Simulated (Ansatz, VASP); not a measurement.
Zr: VASP beside Ansatz

Contents of INCAR:

```
SYSTEM = Zr
PREC = Accurate
ENCUT = 520
EDIFF = 1E-6
ISMEAR = -1
SIGMA = 0.05
LREAL = .FALSE.
LASPH = .TRUE.
NELM = 100
ALGO = Normal
ISIF = 2
LWAVE = .FALSE.
LCHARG = .FALSE.
GGA = PS
NBANDS = 19
```

Contents of KPOINTS:

```
Automatic mesh
0
G
  9 9 5
  0 0 0
```

The input POSCAR:

```
Zr
1.0
    3.2534045973      0.0000000000      0.0000000000
   -1.6267022986      2.8175310300      0.0000000000
    0.0000000000      0.0000000000      5.1810870861
Zr
2
Direct
    0.6666666667      0.3333333333      0.7500000000
    0.3333333333      0.6666666667      0.2500000000
```

The input input.yaml:

```yaml
crystal:
  lattice:
    - [3.2534045973, 0.0, 0.0]
    - [-1.6267022986, 2.81753103, 0.0]
    - [0.0, 0.0, 5.1810870861]
  atoms:
    - { symbol: Zr, position: [0.6666666667, 0.3333333333, 0.75] }
    - { symbol: Zr, position: [0.3333333333, 0.6666666667, 0.25] }
kpoints:
  mp_grid: { grid: [9, 9, 5] }
scf:
  occupations: { method: fermi_dirac, width: 0.05 }
hamiltonian:
  xc: pbesol
  pseudopotentials: { kind: all_electron, lapw: { basis_error: 0.0005 } }
output:
  forces: true
  stress: true
  eigenvalues: true
```

Change from the starting cell: volume scaled by 1.02.

Alike in both runs: task single point; functional PBEsol; k mesh 9 × 9 × 5; occupations fermi-dirac, width 0.05 eV; no spin polarisation.

```csv
,VASP,Ansatz
version,VASP 6.6.1,Ansatz 0.2.0
potentials or method,"VASP PAW PBE potentials, release 64 (Zr_sv)","all-electron LAPW, scalar-relativistic"
plane-wave cutoff (eV),520,see its input
```

```csv
,VASP,Ansatz,Ansatz less VASP
gap on the k mesh at the Fermi level (eV),none,none,-
pressure (GPa),-4.9,-5.0,-0.03
largest component of the traceless stress (GPa),0.45,0.45,-0.003
```

A gap of «none» marks a metal or a gap that the smearing closes. Ansatz ran all-electron here, so the differences hold the error of VASP's frozen core and of both bases.

Caveats: the PAW data sets were made with another functional, which shifts forces and pressure a little (VASP).
